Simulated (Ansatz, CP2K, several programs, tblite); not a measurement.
Energy against volume for SrCl2 in the anatase structure, at fixed shape and fractional coordinates, computed by several methods (PBE and r2SCAN, where shown, with plane waves in Ansatz); the cell shown is that of r2SCAN. With free coordinates or axes held, a curve is too stiff, and on another method's shape its minimum isn't the method's own volume. The symmetry is I4_1/amd (No. 141, tetragonal); a = 5.673 Å, c = 13.912 Å in the conventional setting, 37.32 Å³ an atom. Sr has 6 Cl at 2.89–2.92 Å; Cl has 3 Sr at 2.89–2.92 Å. Computed, not measured; no magnetism was allowed, and whether the structure is a known phase isn't checked. Energies count from each curve's lowest point; fits are third-order Birch-Murnaghan.

```yaml
crystal:
  lattice:
    - [-2.83674, 2.83674, 6.95606]
    - [2.83674, -2.83674, 6.95606]
    - [2.83674, 2.83674, -6.95606]
  atoms:
    - { symbol: Sr, position: [0.75000, 0.25000, 0.50000] }
    - { symbol: Sr, position: [0.00000, 0.00000, 0.00000] }
    - { symbol: Cl, position: [0.54037, 0.04037, 0.50000] }
    - { symbol: Cl, position: [0.79037, 0.79037, 0.00000] }
    - { symbol: Cl, position: [0.20963, 0.20963, 0.00000] }
    - { symbol: Cl, position: [0.95963, 0.45963, 0.50000] }
```

PBE/DZVP (CP2K), on the shape of the cell shown:

| V (Å³/atom) | E (meV/atom) |
| --- | --- |
| 32.839 | 82.61 |
| 35.078 | 25.03 |
| 37.317 | 0.52 |
| 39.556 | 0.00 |
| 41.795 | 16.95 |

V₀ = 38.47 Å³ an atom and B₀ = 25 GPa.

PBE/SZV (CP2K), on the shape of the cell shown:

| V (Å³/atom) | E (meV/atom) |
| --- | --- |
| 32.839 | 224.99 |
| 35.078 | 112.15 |
| 37.317 | 44.70 |
| 39.556 | 10.27 |
| 41.795 | 0.00 |

The lowest point is an end point, so the minimum isn't bracketed.

Q: PBE, on the shape of its own relaxed cell, gives
```tsv
V (Å³/atom)	E (meV/atom)
35.876	11.90
37.021	2.82
38.166	0.00
39.311	2.49
40.456	9.49
```
What equilibrium volume and bulk modulus follow?

A: V₀ = 38.17 Å³ an atom and B₀ = 25 GPa.

light PBE (260 eV, its own mesh), on the shape of the cell shown:

| V (Å³/atom) | E (meV/atom) |
| --- | --- |
| 34.332 | 29.82 |
| 35.825 | 9.83 |
| 37.317 | 0.00 |
| 38.810 | 1.42 |
| 40.303 | 7.61 |
| 41.795 | 25.06 |

The points scatter about a smooth fit, as a low cutoff and a light mesh can make them, so no fit is quoted.

GFN2-xTB (tblite), on the shape of the cell shown, as a cluster of 48 atoms at the zone centre:
```tsv
V (Å³/atom)	E (meV/atom)
32.839	0.00
35.078	22.14
37.317	52.31
39.556	87.89
41.795	127.29
```
The lowest point is an end point, so the minimum isn't bracketed.
